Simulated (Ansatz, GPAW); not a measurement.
Given: the input of a run of Ansatz 0.2.0 on Se (Selenium). 

The input input.yaml:

```yaml
crystal:
  lattice:
    - [4.3662, 0.0, 0.0]
    - [-2.1831, 3.781240118, 0.0]
    - [0.0, 0.0, 4.9536]
  atoms:
    - { symbol: Se, position: [0.7746, 0.7746, 0.0] }
    - { symbol: Se, position: [0.0, 0.2254, 0.6666666667] }
    - { symbol: Se, position: [0.2254, 0.0, 0.3333333333] }
hamiltonian:
  xc: pbe
  pseudopotentials: { kind: paw }
kpoints:
  mp_grid: { grid: [7, 7, 6] }
scf:
  occupations: { method: gaussian, width: 0.025 }
output:
  forces: true
  stress: true
  eigenvalues: true
```

Potentials or basis: Ansatz PAW.

The run is started by

```bash
$ ansatz run input.yaml --threads 2 --pin off --max-ram 5632MiB --backend cpu --events-out ev --progress --plain --runs-dir out
```

Q: Translate it to GPAW 26.7.0 (ASE script). Potentials or basis there: GPAW PAW data sets (gpaw-data 1.2.1), cutoff 600 eV.

A: As run (cutoffs and basis follow the program's own potentials, and thresholds, step limits or extra output files can differ):

The input run.py:

```python
from ase import Atoms
from ase.dft.bandgap import bandgap
from ase.io import write
from ase.units import GPa
from gpaw import GPAW, PW

atoms = Atoms(['Se', 'Se', 'Se'],
              cell=[[4.3662, 0.0, 0.0],
                    [-2.1831, 3.781240118, 0.0],
                    [0.0, 0.0, 4.9536]],
              scaled_positions=[[0.7746, 0.7746, 0.0],
                                [0.0, 0.2254, 0.6666666667],
                                [0.2254, 0.0, 0.3333333333]],
              pbc=True)

calc = GPAW(mode=PW(600),
            xc='PBE',
            kpts={'size': (7, 7, 6), 'gamma': True},
            occupations={'name': 'methfessel-paxton', 'order': 0, 'width': 0.025},
            nbands=19,
            convergence={'density': 1e-05, 'energy': 1e-05},
            maxiter=150,
            txt='gpaw.txt')
atoms.calc = calc
energy = atoms.get_potential_energy()
forces = atoms.get_forces()
stress = atoms.get_stress()
calc.write('gs.gpw')
write('result.traj', atoms)
print(f'Energy: {energy:.6f} eV')
print('Forces (eV/A):')
print(forces.round(4))
print('Stress (GPa):', (stress / GPa).round(3))
print('Fermi level:', round(calc.get_fermi_level(), 4), 'eV')
print(f'Gap: {bandgap(calc)[0]:.4f} eV, direct: {bandgap(calc, direct=True)[0]:.4f} eV')
```

Potentials or basis: GPAW PAW data sets (gpaw-data 1.2.1), pw.

The run is started by

```sh
$ OMP_NUM_THREADS=1 python run.py
```

Both were run:

|  | Ansatz | GPAW |
| --- | --- | --- |
| Pressure | 2.8 GPa | 2.8 GPa |
| Largest force | 0.401 eV/Å | 0.420 eV/Å |

Ansatz's pressure holds a Pulay term of +0.01 GPa for its cutoff of 420 eV, which the other run lacks.

The potentials hold 48 and 18 valence electrons a cell.

Where Ansatz's input types no cutoff or centring, it takes its own default and a Γ-centred mesh.

Pressure is positive in compression.
